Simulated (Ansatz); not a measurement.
Hf:

```
Hf
1.0
     0.00000    2.22000    2.22000
     2.22000    0.00000    2.22000
     2.22000    2.22000    0.00000
Hf
1
Cartesian
  0.0000 0.0000 0.0000
```

This isn't the form of Hf at room conditions, which is hcp.

| Property | Result |
| --- | --- |
| Program | Ansatz 0.2.0 |
| Task | single point |
| Functional | PBE |
| Potentials or basis | Ansatz PAW |
| Cutoff | 420 eV (not typed: the program's choice for these potentials) |
| k mesh | 10 × 10 × 10 |
| Occupations | fermi-dirac, width 0.05 eV |
| Spin | no spin polarisation |

On this cell: pressure 3.1 GPa; band gap on the k mesh none (metal or under the smearing width).

The same run follows on a disturbed copy (cell strained at random at fixed volume):

```xyz
1
Lattice="-0.0435 2.2075 2.2134 2.1628 -0.0427 2.2126 2.1720 2.2159 -0.0519" Properties=species:S:1:pos:R:3 pbc="T T T"
Hf   -0.0318   -0.0028   -0.0204
```

Problem. What changes?

Solution. The energy (extrapolated to zero smearing) moves by +8.8 meV/atom; pressure 3.2 GPa; band gap on the k mesh none (metal or under the smearing width).

Stress tensor (GPa, compression positive):
```
3.84 1.29 1.81
1.29 2.89 1.66
1.81 1.66 2.75
```
